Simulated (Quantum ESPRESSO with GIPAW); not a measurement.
# Strain and the 27Al shielding in AlN

GIPAW runs (PBEsol, plane-wave PAW from pslibrary 1.0.0 recipes, cutoffs 55 and 340 Ry, one 8×8×6 mesh for all shielding runs; Quantum ESPRESSO with GIPAW, a patched development version; no spin-orbit coupling, no macroscopic shape term) on AlN, space group P6_3/mmc before straining. The cell below is strained along the z axis of the cell given, with the other two held, and the atoms keep their fractional coordinates.

```xyz
4
Lattice="3.3121 0.0000 0.0000 -1.6561 2.8684 0.0000 0.0000 0.0000 4.1876" Properties=species:S:1:pos:R:3 pbc="T T T"
Al    1.6561    0.9561    1.0469
Al    0.0000    1.9123    3.1407
N     1.6561    0.9561    3.1407
N     0.0000    1.9123    1.0469
```

The cell is a computed entry of the Materials Project; it need not be the form that is stable at ambient conditions.

The bonds are those of Al (atom 1; AlN5). One row is withheld.

```csv
strain (%),mean bond (Å),σ_iso Al (ppm),σ_iso N (ppm),span Al (ppm)
-2,1.9681,?,?,?
-1.5,1.9723,505.74,90.53,149.0
-1,1.9765,505.15,90.62,149.5
0,1.9849,503.91,90.76,150.4
+0.5,1.9891,503.25,90.81,150.7
+1,1.9932,502.58,90.84,150.9
+2,2.0016,501.17,90.87,151.0
```

**Task.** Fit σ_iso of Al against strain, judge whether a straight line is enough, and predict the withheld row at -2 %.

1. With n = 6: Σx = 1.000, Σy = 3021.80, Σx² = 8.5000, Σxy = 492.785.

2. Slope b = (nΣxy − ΣxΣy)/(nΣx² − (Σx)²) = -1.30 ppm per %, intercept a = (Σy − bΣx)/n = 503.85 ppm.

3. Residuals (run less line), in the order of the table: -0.06, -0.00, +0.06, +0.05, +0.03, -0.08 ppm. They bend in one sense; the largest is 1.7 % of the range of σ, so a line serves for most purposes and a parabola takes up the rest: σ = 503.91 − 1.285 x − 0.042 x², with residuals of 0.01 ppm or less.

4. At -2 % (outside the fitted range) the line gives 506.45 ppm and the parabola 506.31 ppm.

5. The run gives:

| strain (%) | mean bond (Å) | σ_iso Al (ppm) | σ_iso N (ppm) | span Al (ppm) |
| --- | --- | --- | --- | --- |
| -2 | 1.9681 | 506.30 | 90.43 | 148.3 |

Prediction less run: the line misses by +0.15 ppm, the parabola by +0.01 ppm. By the parabola, a strain of +1 % changes σ of Al by -1.33 ppm and one of −1 % by +1.24 ppm; the mean slope is -1.30 ppm per %, or 1.6 ppm for 0.01 Å of mean bond length. The shift moves the opposite way, scaled by the slope of a reference line. Over the table σ of N goes from 90.43 to 90.87 ppm. Zero strain is the database's lattice, not this functional's rest cell, and neither cutoff nor mesh was tested for the slopes. The omitted shape term, common to all sites, changes with strain too. This build of gipaw.x prints that it is not audited and that its numbers are no references by themselves. 27Al is quadrupolar, so a real line also moves with the field gradient, which is not computed here.

[Banner, clock, file and message-heading lines were taken out of the pw.x and gipaw.x logs.]

[Logs are printed without paths, hosts, clocks, repeated set-up lines and the standing remarks that a program may print on its own settings, such as how far it seeks lower states.]

[Hosts, paths, dates, database ids (printed as entryN), source tags and the programs' standing remarks are cut or masked in the printed files.]
